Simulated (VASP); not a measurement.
Here is a VASP 6.6.1 calculation.

The input INCAR:

```
PREC = Accurate ; ENCUT = 600
EDIFF = 1E-6 ; ISMEAR = -1
SIGMA = 0.05 ; LREAL = False
LASPH = True ; NELM = 100
ALGO = Normal ; ISIF = 3
LWAVE = False ; LCHARG = False
GGA = PE ; IBRION = 2
NSW = 40 ; EDIFFG = -0.005
```

The input KPOINTS:

```
regular mesh
0
Gamma
  7 7 7
```

POSCAR

```
KBr
1.0
    0.0000000000      3.3000000000      3.3000000000
    3.3000000000      0.0000000000      3.3000000000
    3.3000000000      3.3000000000      0.0000000000
Br K
1 1
Direct
    0.5000000000      0.5000000000      0.5000000000
    0.0000000000      0.0000000000      0.0000000000
```

Potentials or basis: VASP PAW PBE potentials, release 64 (Br, K_sv).

Command:

```bash
$ cat potpaw_PBE.64/Br/POTCAR potpaw_PBE.64/K_sv/POTCAR > POTCAR
$ mpirun -np 1 vasp_std > vasp.out
```

Task: What does it give for the band gap on the k mesh?

Result: 4.31 eV, direct.

Task: Predict the space group after relaxing (to 0.05 Å).

Result: Fm-3m (No. 225).

The path:
```tsv
step	energy change (eV)	largest force (eV/Å)	pressure (GPa)	volume (Å³)
1	0.0000	0.0000	0.77	71.87
2	-0.0063	0.0000	0.35	73.68
3	-0.0084	0.0000	0.04	75.30
4	-0.0084	0.0000	0.01	75.50
```

Caveat: an odd mesh through Γ misses points on the zone boundary, where band edges often lie. PBE gaps usually lie below the measured ones, often by a third to a half.
